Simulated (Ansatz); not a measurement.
Crystal: CoO.

```xyz
2
Lattice="2.5705 0.0000 0.0000 0.0000 2.5705 0.0000 0.0000 0.0000 2.5705" Properties=species:S:1:pos:R:3 pbc="T T T"
Co    0.0000    0.0000    0.0000
O     1.2853    1.2853    1.2853
```

Measurements of this composition are mostly on another form, of space group No. 225.

```yaml
Program: Ansatz 0.2.0
Task: single point
Functional: PBE
Potentials_or_basis: Ansatz PAW
Cutoff: "420 eV (not typed: the program's choice for these potentials)"
k_mesh: 10 × 10 × 10
Occupations: fermi-dirac, width 0.05 eV
Spin: collinear spin, ferromagnetic start
Starting_moments: "[2.0, 0.0] μB"
```

On this cell: pressure 11.7 GPa; largest force zero by symmetry; net moment 3.00 μB per cell; site moments Co +2.48; O +0.48 μB; band gap on the k mesh none (metal or under the smearing width).

The same run follows on a disturbed copy (atoms moved at random, drawn with an rms of 0.05 Å):

```xyz
2
Lattice="2.5705 0.0000 0.0000 0.0000 2.5705 0.0000 0.0000 0.0000 2.5705" Properties=species:S:1:pos:R:3 pbc="T T T"
Co    0.0329    0.0070   -0.0094
O     1.2438    1.2911    1.2862
```

Problem. What does the disturbed cell give?

Solution. The energy (extrapolated to zero smearing) moves by +0.2 meV/atom; pressure 12.1 GPa; largest force 0.017 eV/Å; net moment 3.00 μB per cell; site moments Co +2.47; O +0.47 μB; band gap on the k mesh none (metal or under the smearing width).

Forces in eV/Å, atoms in the order of the input:
```
Co  -0.017  0.000  0.003
O    0.017  0.000 -0.003
```

Stress tensor (GPa, compression positive):
```
12.08  0.02 -0.13
 0.02 12.17  0.00
-0.13  0.00 12.16
```

Caveats: a cell with one magnetic atom can't hold antiferromagnetic order, which such compounds often take; semilocal functionals often make such compounds metallic where correlation or magnetic order opens a gap, which also shifts bond lengths.
